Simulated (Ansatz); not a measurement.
Bi2Se3 (Paraguanajuatite):

```xyz
5
Lattice="2.0715 1.1960 9.5453 -2.0715 1.1960 9.5453 0.0000 -2.3920 9.5453" Properties=species:S:1:pos:R:3 pbc="T T T"
Bi    0.0000    0.0000   17.1587
Bi    0.0000    0.0000   11.4773
Se    0.0000    0.0000   22.5738
Se    0.0000    0.0000    6.0622
Se    0.0000    0.0000    0.0000
```

Base run:

- Program: Ansatz 0.2.0
- Functional: PBEsol
- Potentials or basis: Ansatz PAW
- Cutoff: 420 eV (not typed: the program's choice for these potentials)
- k mesh: 8 × 8 × 8
- Occupations: fermi-dirac, width 0.05 eV
- Spin: no spin polarisation

Its results: band gap on the k mesh 0.14 eV, direct; pressure -0.3 GPa; largest force 0.154 eV/Å.

Question: The run is repeated on the same cell with these changes: functional from PBEsol to PBE; occupations from fermi-dirac, width 0.05 eV to gaussian, width 0.015 eV. What comes out?

Answer: Band gap on the k mesh 0.22 eV, direct; pressure 2.5 GPa; largest force 0.159 eV/Å.

Caveats: spin-orbit coupling is left out, which as a rule narrows the gap of such compounds by several tenths of an eV; the PAW data sets come from PBE, with cores solved anew for the run's functional, which leaves a small shift of forces and pressure (some runs).
